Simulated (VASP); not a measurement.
Here is a VASP 6.6.1 calculation.

File INCAR:

```
PREC     = Accurate       # precision mode
ENCUT    = 520            # plane-wave cutoff, eV
EDIFF    = 1E-6           # SCF threshold, eV
ISMEAR   = 0              # smearing method
SIGMA    = 0.03           # smearing width, eV
LREAL    = False          # projectors in reciprocal space
LASPH    = True           # aspherical terms in the spheres
NELM     = 80             # most SCF steps
ALGO     = Normal         # electronic algorithm
ISIF     = 2              # what is computed and relaxed
LWAVE    = False          # write WAVECAR
LCHARG   = False          # write CHGCAR
METAGGA  = R2SCAN         # meta-GGA
LMIXTAU  = True         
NBANDS   = 14             # bands
```

Contents of KPOINTS:

```
regular mesh
0
Gamma
  8 8 8
```

POSCAR

```
NaI                                     
1.0
    0.0000000000      3.2045523285      3.2045523285
    3.2045523285      0.0000000000      3.2045523285
    3.2045523285      3.2045523285      0.0000000000
  Na              I             
     1     1
Direct
     1.0000000000000000    1.0000000000000000    0.0000000000000000
     0.5000000000000000    0.5000000000000000    0.5000000000000000
```

KPOINTS_OPT

```
explicit points
252
Reciprocal
 0.0000000000  0.0000000000  0.0000000000 1
 0.0357142857  0.0000000000  0.0357142857 1
 0.0714285714  0.0000000000  0.0714285714 1
 0.1071428571  0.0000000000  0.1071428571 1
 0.1428571429  0.0000000000  0.1428571429 1
 0.1785714286  0.0000000000  0.1785714286 1
[... 244 lines left out ...]
 0.4872522000  0.0127478000  0.5000000000 1
 0.5127478000 -0.0127478000  0.5000000000 1
```

Potentials or basis: VASP PAW PBE potentials, release 64 (Na_pv, I).

Launch:

```sh
$ cat potpaw_PBE.64/Na_pv/POTCAR potpaw_PBE.64/I/POTCAR > POTCAR
$ mpirun -np 1 vasp_std > vasp.out
```

Question: Predict the pressure.

Answer: 0.4 GPa.

Question: Estimate the band gap on the k mesh.

Answer: 4.53 eV, direct.

Levels at the corners of the path, in eV from the valence-band top:
| point | band 4 | band 5 | band 6 | band 7 | band 8 | band 9 | band 10 | band 11 |
| --- | --- | --- | --- | --- | --- | --- | --- | --- |
| Γ | -11.43 | 0.00 | 0.00 | 0.00 | 4.53 | 8.47 | 8.47 | 8.47 |
| X | -10.97 | -2.03 | -0.80 | -0.80 | 5.25 | 5.97 | 10.94 | 12.27 |
| X | -10.97 | -2.03 | -0.80 | -0.80 | 5.25 | 5.97 | 10.94 | 12.27 |
| W | -10.96 | -1.51 | -1.51 | -0.98 | 6.64 | 8.09 | 8.09 | 8.73 |
| W | -10.96 | -1.51 | -1.51 | -0.98 | 6.64 | 8.09 | 8.09 | 8.73 |
| K | -10.97 | -1.75 | -1.42 | -0.65 | 5.91 | 7.30 | 9.50 | 10.02 |
| K | -10.97 | -1.75 | -1.42 | -0.65 | 5.91 | 7.30 | 9.50 | 10.02 |
| Γ | -11.43 | 0.00 | 0.00 | 0.00 | 4.53 | 8.47 | 8.47 | 8.47 |
| Γ | -11.43 | 0.00 | 0.00 | 0.00 | 4.53 | 8.47 | 8.47 | 8.47 |
| L | -11.06 | -2.29 | -0.32 | -0.32 | 5.70 | 8.09 | 8.09 | 10.01 |
| L | -11.06 | -2.29 | -0.32 | -0.32 | 5.70 | 8.09 | 8.09 | 10.01 |
| U | -10.97 | -1.75 | -1.42 | -0.65 | 5.91 | 7.30 | 9.50 | 10.02 |
| U | -10.97 | -1.75 | -1.42 | -0.65 | 5.91 | 7.30 | 9.50 | 10.02 |
| W | -10.96 | -1.51 | -1.51 | -0.98 | 6.64 | 8.09 | 8.09 | 8.73 |
| W | -10.96 | -1.51 | -1.51 | -0.98 | 6.64 | 8.09 | 8.09 | 8.73 |
| L | -11.06 | -2.29 | -0.32 | -0.32 | 5.70 | 8.09 | 8.09 | 10.01 |
| L | -11.06 | -2.29 | -0.32 | -0.32 | 5.70 | 8.09 | 8.09 | 10.01 |
| K | -10.97 | -1.75 | -1.42 | -0.65 | 5.91 | 7.30 | 9.50 | 10.02 |
| U | -10.97 | -1.75 | -1.42 | -0.65 | 5.91 | 7.30 | 9.50 | 10.02 |
| X | -10.97 | -2.03 | -0.80 | -0.80 | 5.25 | 5.97 | 10.94 | 12.27 |

Caveat: the PAW data sets were made with another functional, which shifts forces and pressure a little; spin-orbit coupling is left out, which moves the levels of the heavy elements. r2SCAN opens gaps a little over a GGA but as a rule still falls short of measured ones.
